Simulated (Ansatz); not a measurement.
KI (Fm-3m), an elastic constant from a strain scan

Theory: Ansatz 0.2.0, DFT PBE, scalar-relativistic, plane waves, PAW. Cutoff 420 eV, Γ-centred 6×6×6 k-points, Gaussian smearing of 0.05 eV. No spin polarisation. Energies are free energies at this smearing, counted from the undisturbed cell; pressure is positive in compression.

The starting cell (as given, not relaxed at this level; it stands at 0.7 GPa):

```yaml
crystal:
  lattice:
    - [0.00000, 3.52455, 3.52455]
    - [3.52455, 0.00000, 3.52455]
    - [3.52455, 3.52455, 0.00000]
  atoms:
    - { symbol: K, position: [0.00000, 0.00000, 0.00000] }
    - { symbol: I, position: [0.50000, 0.50000, 0.50000] }
```

The cell is strained by ε times the Voigt pattern (0, 1, 0, 0, 0, 0) (xx, yy, zz, yz, xz, xy; engineering shear) with fractional coordinates fixed. The cell holds 2 atoms in V0 = 87.57 Å³. The stress column is τ = (1/V0) dE/dε, got from the stress tensor σ (compression positive) at each point as −det(1 + εP) σ : P(1 + εP)⁻¹, with P the pattern as a tensor.

```
      ε  ΔE (meV/atom)  τ (GPa)
-0.0400         15.859   -2.365
-0.0300         10.099   -1.860
-0.0200          5.638   -1.415
-0.0100          2.317   -1.023
 0.0000          0.000   -0.681
 0.0100         -1.443   -0.381
 0.0200         -2.119   -0.120
 0.0300         -2.128    0.107
 0.0350         -1.911    0.209
 0.0400              ?        ?
```

Q: Which combination of elastic constants does this scan measure, and how large is it?

A: For small ε, τ = τ0 + Kε with K = pᵀCp, which for this pattern is C11 in the cubic axes. The parabola through τ at ε = -0.0100, 0 and 0.0100 has slope K = 32 GPa at zero. The energies per cell, E = NΔE, of the same two points give K = 2[E(ε₊)/ε₊ − E(ε₋)/ε₋]/[(ε₊ − ε₋)V0] = 32 GPa, in agreement.

Q: Predict the withheld row at ε = 0.0400 from the harmonic law, and compare.

A: ΔE = V0(τ0 ε + Kε²/2)/N = -0.413 meV/atom and τ = 0.60 GPa. The calculation gives -1.561 meV/atom and 0.30 GPa: the energy lies 1.15 meV/atom below the harmonic value, as bonds soften when stretched.